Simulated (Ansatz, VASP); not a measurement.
Two plane-wave programs on Na

The input INCAR:

```
  PREC = Accurate
  ENCUT = 520
  EDIFF = 1E-7
  ISMEAR = 1
  SIGMA = 1.0
  LREAL = False
  LASPH = True
  NELM = 60
  ALGO = Normal
  ISIF = 2
  LWAVE = False
  LCHARG = False
  GGA = CA
  NBANDS = 10
```

The input KPOINTS:

```
Automatic mesh
0
Gamma
  11 11 11
```

POSCAR

```
Na
1.0
   -2.0287155323      2.0287155323      2.0287155323
    2.0287155323     -2.0287155323      2.0287155323
    2.0287155323      2.0287155323     -2.0287155323
Na
1
Direct
    0.0000000000      0.0000000000      0.0000000000
```

Input for Ansatz:

```yaml
crystal:
  lattice:
    - [-2.0287155323, 2.0287155323, 2.0287155323]
    - [2.0287155323, -2.0287155323, 2.0287155323]
    - [2.0287155323, 2.0287155323, -2.0287155323]
  atoms:
    - { symbol: Na, position: [0.0, 0.0, 0.0] }
hamiltonian:
  xc: lda
  pseudopotentials:
    kind: paw
    azcp:
      Na: "pseudopotentials/Na.paw.azcp"
basis:
  ecutwfc: 420
  fft_grid_basis: typed
kpoints:
  mp_grid: { grid: [11, 11, 11], shift: [0, 0, 0] }
magnetization:
  spin_polarized: false
scf:
  occupations: { method: cold, width: 1.0 }
  lower_state_search: "off"
output:
  stress: true
```

Alike in both runs: task single point; functional LDA; k mesh 11 × 11 × 11; no spin polarisation.

```csv
,VASP,Ansatz
version,VASP 6.6.1,Ansatz 0.2.0
potentials or method,"VASP PAW LDA potentials, release 64 (Na_pv)","plane waves (420 eV) with PAW, scalar-relativistic"
plane-wave cutoff (eV),520,420
occupations,"methfessel-paxton of order 1, width 1 eV","cold, width 1 eV"
valence electrons in the cell,7,9
```

|  | VASP | Ansatz | Ansatz less VASP |
| --- | --- | --- | --- |
| pressure (GPa) | 0.0 | 0.0 | +0.05 |

The two sets of potentials don't hold the same shells in valence. Ansatz warned: «pseudo_functional_mismatch».
